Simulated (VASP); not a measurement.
# TaN (P6/mmm) in VASP: single point with PBE+U

Aim: the single point of TaN with PBE+U.

Program: VASP 6.6.1. These are calculated values, not measurements. Logs are shortened: lines on timing, memory, paths and dates and some standing lists are left out, and cuts for length are marked.

### Step 1. The structure

The structure is hexagonal, space group P6/mmm (No. 191). The conventional cell has a = 5.185 Å, b = 5.185 Å, c = 2.908 Å, α = 90.00°, β = 90.00°, γ = 120.00°. Ta (site symmetry 6/mmm) has 6 N at 2.59 Å and 2 Ta at 2.91 Å as nearest neighbours. Around Ta (site symmetry -6m2) lie 6 N at 2.09 Å. Around N (site symmetry mmm) lie 4 Ta at 2.09 Å.

### Step 2. Single point, PBE+U, collinear spin, typed start

The input, INCAR:

```
SYSTEM = TaN
PREC = Accurate
ENCUT = 520
EDIFF = 1E-7
ISMEAR = 0
SIGMA = 0.05
LREAL = .FALSE.
LASPH = .TRUE.
NELM = 150
ALGO = Normal
ISIF = 2
LWAVE = .FALSE.
LCHARG = .TRUE.
ISPIN = 2
MAGMOM = 2 2 2 0 0 0
LORBIT = 11
LMAXMIX = 4
LDAU = .TRUE.
LDAUTYPE = 2
LDAUL = 2 -1
LDAUU = 4 0
LDAUJ = 0 0
LDAUPRINT = 1
GGA = PE
LELF = .TRUE.
LVHAR = .TRUE.
NBANDS = 37
```

The input, KPOINTS:

```
regular mesh
0
G
  4 4 7
  0 0 0
```

The input, POSCAR:

```
TaN
1.0
    5.1850002000      0.0000000000      0.0000000000
   -2.5925001000      4.4903418900      0.0000000000
    0.0000000000      0.0000000000      2.9080005300
Ta N
3 3
Direct
    0.0000000000      0.0000000000      0.0000000000
    0.3333333333      0.6666666667      0.5000000000
    0.6666666667      0.3333333333      0.5000000000
    0.5000000000      0.0000000000      0.0000000000
    0.5000000000      0.5000000000      0.0000000000
    0.0000000000      0.5000000000      0.0000000000
```

Potentials or basis: VASP PAW PBE potentials, release 64 (Ta_pv, N).

Started as:

```sh
$ cat potpaw_PBE.64/Ta_pv/POTCAR potpaw_PBE.64/N/POTCAR > POTCAR
$ mpirun -np 1 vasp_std > vasp.out
```

OUTCAR:

```text
SYSTEM = TaN
   PREC = Accurate
   ENCUT = 520
   EDIFF = 1E-7
   ISMEAR = 0
   LREAL = .FALSE.
   LASPH = .TRUE.
   NELM = 150
   ISIF = 2
   ISPIN = 2
   LORBIT = 11
   GGA = PE

 ion  position               nearest neighbor table
   1  0.000  0.000  0.000-   5 2.59   6 2.59   6 2.59   5 2.59   4 2.59   4 2.59   2 3.33   3 3.33
                             2 3.33   3 3.33   2 3.33   2 3.33   3 3.33   3 3.33   2 3.33   3 3.33
   2  0.333  0.667  0.500-   4 2.09   4 2.09   6 2.09   6 2.09   5 2.09   5 2.09   3 2.99   3 2.99
                             3 2.99   1 3.33   1 3.33   1 3.33   1 3.33   1 3.33   1 3.33
   3  0.667  0.333  0.500-   4 2.09   4 2.09   6 2.09   6 2.09   5 2.09   5 2.09   2 2.99   2 2.99
                             2 2.99   1 3.33   1 3.33   1 3.33   1 3.33   1 3.33   1 3.33
   4  0.500  0.000  0.000-   2 2.09   3 2.09   2 2.09   3 2.09   1 2.59   1 2.59
   5  0.500  0.500  0.000-   2 2.09   3 2.09   2 2.09   3 2.09   1 2.59   1 2.59
   6  0.000  0.500  0.000-   2 2.09   3 2.09   2 2.09   3 2.09   1 2.59   1 2.59

  LATTYP: Found a hexagonal cell.
 ALAT       =     5.1850002000
 C/A-ratio  =     0.5608486823

  Lattice vectors:

 A1 = (   5.1850002000,   0.0000000000,   0.0000000000)
 A2 = (  -2.5925001000,   4.4903418900,   0.0000000000)
 A3 = (   0.0000000000,   0.0000000000,   2.9080005300)

Analysis of symmetry for initial positions (statically):
=====================================================================
 Subroutine PRICEL returns:
 Original cell was already a primitive cell.

 Routine SETGRP: Setting up the symmetry group for a
 hexagonal supercell.

 Subroutine GETGRP returns: Found 24 space group operations
 (whereof 24 operations were pure point group operations)
 out of a pool of 24 trial point group operations.

The static configuration has the point symmetry D_6h.

Analysis of symmetry for dynamics (positions and initial velocities):
=====================================================================
 Subroutine PRICEL returns:
 Original cell was already a primitive cell.

 Routine SETGRP: Setting up the symmetry group for a
 hexagonal supercell.

 Subroutine GETGRP returns: Found 24 space group operations
 (whereof 24 operations were pure point group operations)
 out of a pool of 24 trial point group operations.

The dynamic configuration has the point symmetry D_6h.

Analysis of structural, dynamic, and magnetic symmetry:
=====================================================================
 Subroutine PRICEL returns:
 Original cell was already a primitive cell.

 Routine SETGRP: Setting up the symmetry group for a
 hexagonal supercell.

 Subroutine GETGRP returns: Found 24 space group operations
[... 250 lines left out ...]
  ext. energy  EPLUGINS =         0.00000000
  ---------------------------------------------------
  free energy    TOTEN  =       -54.04578332 eV

  energy without entropy =      -54.04462013  energy(sigma->0) =      -54.04520173

 E-fermi :   8.6984     XC(G=0): -13.0740

 val. band max:        8.6494906680   @ k =   0.2500   0.0000   0.4286
 cond. band min:       8.9951896429   @ k =   0.0000   0.0000   0.2857
 fundamental gap:      0.3456989749
 Fermi energy:         8.6984025023

 spin component 1

 k-point     1 :       0.0000    0.0000    0.0000
  band No.  band energies     occupation
      1     -28.3277      1.00000
      2     -28.3277      1.00000
      3     -27.9945      1.00000
      4     -27.9945      1.00000
      5     -27.7182      1.00000
      6     -27.7182      1.00000
[... 613 lines left out ...]
     35      14.8109      0.00000
     36      15.6772      0.00000
 Fermi energy:         8.6984025023

 spin component 2

 k-point     1 :       0.0000    0.0000    0.0000
  band No.  band energies     occupation
      1     -28.3277      1.00000
      2     -28.3277      1.00000
      3     -27.9945      1.00000
      4     -27.9945      1.00000
      5     -27.7182      1.00000
      6     -27.7182      1.00000
[... 613 lines left out ...]
     35      14.8109      0.00000
     36      15.6772      0.00000
 [bands above 36 left out]

------------------------ aborting loop because EDIFF is reached ----------------------------------------

  FORCE on cell =-STRESS in cart. coord.  units (eV):
  Direction    XX          YY          ZZ          XY          YZ          ZX
  --------------------------------------------------------------------------------------
  -------------------------------------------------------------------------------------
  Total        9.2290598      9.2290598     11.1025421      0.0000000     -0.0000000      0.0000000
  in kB      218.3963484    218.3963482    262.7304094      0.0000000     -0.0000000      0.0000000
  external PRESSURE =     233.1743687 kB  Pullay stress =       0.0000000 kB

 VOLUME and BASIS-vectors are now :
 -----------------------------------------------------------------------------
  energy-cutoff  :      520.00
  volume of cell :       67.71
      direct lattice vectors                 reciprocal lattice vectors
     5.185000200  0.000000000  0.000000000     0.192864023  0.111350096  0.000000000
    -2.592500100  4.490341890  0.000000000     0.000000000  0.222700192  0.000000000
     0.000000000  0.000000000  2.908000530     0.000000000  0.000000000  0.343878892

 POSITION                                       TOTAL-FORCE (eV/Angst)
 -----------------------------------------------------------------------------------
      0.00000      0.00000      0.00000        -0.000000      0.000000      0.000000
     -0.00000      2.99356      1.45400         0.000000      0.000000      0.000000
      2.59250      1.49678      1.45400        -0.000000     -0.000000      0.000000
      2.59250      0.00000      0.00000        -0.000000      0.000000      0.000000
      1.29625      2.24517      0.00000        -0.000000      0.000000      0.000000
     -1.29625      2.24517      0.00000        -0.000000      0.000000      0.000000
 -----------------------------------------------------------------------------------
    total drift:                               -0.000000      0.000000     -0.000000

  FREE ENERGIE OF THE ION-ELECTRON SYSTEM (eV)
  ---------------------------------------------------
  free  energy   TOTEN  =       -54.0457833218 eV

  energy  without entropy=      -54.0446201334  energy(sigma->0) =      -54.04520173

 total charge

# of ion       s       p       d       tot
------------------------------------------
    1        0.295   6.138   2.083   8.516
    2        0.338   6.328   2.268   8.934
    3        0.338   6.328   2.268   8.934
    4        1.254   2.591   0.000   3.845
    5        1.254   2.591   0.000   3.845
    6        1.254   2.591   0.000   3.845
--------------------------------------------------
tot          4.732  26.568   6.619  37.919

 magnetization (x)

# of ion       s       p       d       tot
------------------------------------------
    1       -0.000  -0.000  -0.000  -0.000
    2        0.000  -0.000  -0.000  -0.000
    3        0.000  -0.000  -0.000  -0.000
    4        0.000   0.000   0.000   0.000
    5        0.000   0.000   0.000   0.000
    6        0.000   0.000   0.000   0.000
--------------------------------------------------
tot          0.000   0.000  -0.000  -0.000
```

OSZICAR:

```text
N       E                     dE             d eps       ncg     rms          rms(c)
DAV:   1     0.461914950810E+03    0.46191E+03   -0.25553E+04  2376   0.136E+03
DAV:   2    -0.343866243044E+02   -0.49630E+03   -0.47078E+03  2705   0.418E+02
DAV:   3    -0.647121966762E+02   -0.30326E+02   -0.29760E+02  2863   0.101E+02
DAV:   4    -0.651713687678E+02   -0.45917E+00   -0.45630E+00  2862   0.126E+01
DAV:   5    -0.651768290276E+02   -0.54603E-02   -0.54572E-02  2844   0.124E+00    0.471E+01
DAV:   6    -0.544823388275E+02    0.10694E+02   -0.38497E+01  2849   0.368E+01    0.184E+01
DAV:   7    -0.542247984006E+02    0.25754E+00   -0.27934E+00  2721   0.116E+01    0.115E+01
DAV:   8    -0.540739063706E+02    0.15089E+00   -0.50537E-01  2667   0.421E+00    0.415E+00
DAV:   9    -0.540485259449E+02    0.25380E-01   -0.50458E-02  2829   0.153E+00    0.762E-01
DAV:  10    -0.540460829608E+02    0.24430E-02   -0.51619E-03  2866   0.517E-01    0.435E-01
DAV:  11    -0.540460638614E+02    0.19099E-04   -0.24691E-03  2735   0.327E-01    0.189E-01
DAV:  12    -0.540459784936E+02    0.85368E-04   -0.28489E-04  2686   0.118E-01    0.648E-02
DAV:  13    -0.540457893892E+02    0.18910E-03   -0.32528E-05  2777   0.436E-02    0.305E-02
DAV:  14    -0.540457839032E+02    0.54860E-05   -0.28001E-06  2774   0.101E-02    0.742E-03
DAV:  15    -0.540457834161E+02    0.48716E-06   -0.43087E-07  2621   0.461E-03    0.161E-03
DAV:  16    -0.540457833218E+02    0.94229E-07   -0.34885E-08  1404   0.149E-03
   1 F= -.54045783E+02 E0= -.54045202E+02  d E =-.116319E-02  mag=     0.0000
```

stdout:

```text
POSCAR found type information on POSCAR TaN
 POSCAR found :  2 types and       6 ions
 scaLAPACK will be used
 LDA part: xc-table for (Slater+PW92), standard interpolation
 POSCAR, INCAR and KPOINTS ok, starting setup
 FFT: planning ... GRIDC
 FFT: planning ... GRID_SOFT
 FFT: planning ... GRID
 WAVECAR not read
 entering main loop
```

It took 55 s on 1 thread of Intel Xeon Platinum 8488C (Sapphire Rapids), shared host; peak memory 0.25 GiB.

What came out:

* Free energy: -54.0458 eV
* Pressure: 23.3 GPa
* Band gap on the k mesh: none (metal or under the smearing width)
* Net moment: 0.00 μB per cell
* Valence electrons inside the program's atomic spheres: Ta 8.52, 8.93; N 3.85

Stress tensor (GPa, compression positive):
```
21.84  0.00  0.00
 0.00 21.84  0.00
 0.00  0.00 26.27
```

Eigenvalues of the final occupation matrices:
```csv
site,spin,trace,eigenvalues
site 1 d,1,1.06,0.16 0.16 0.24 0.24 0.26
site 1 d,2,1.06,0.16 0.16 0.24 0.24 0.26
site 2 d,1,1.16,0.21 0.21 0.24 0.24 0.26
site 2 d,2,1.16,0.21 0.21 0.24 0.24 0.26
site 3 d,1,1.16,0.21 0.21 0.24 0.24 0.26
site 3 d,2,1.16,0.21 0.21 0.24 0.24 0.26
```

The run has no spin-orbit coupling, so splittings on Ta are missing. The state reached can hang on the start; a lower one may exist.
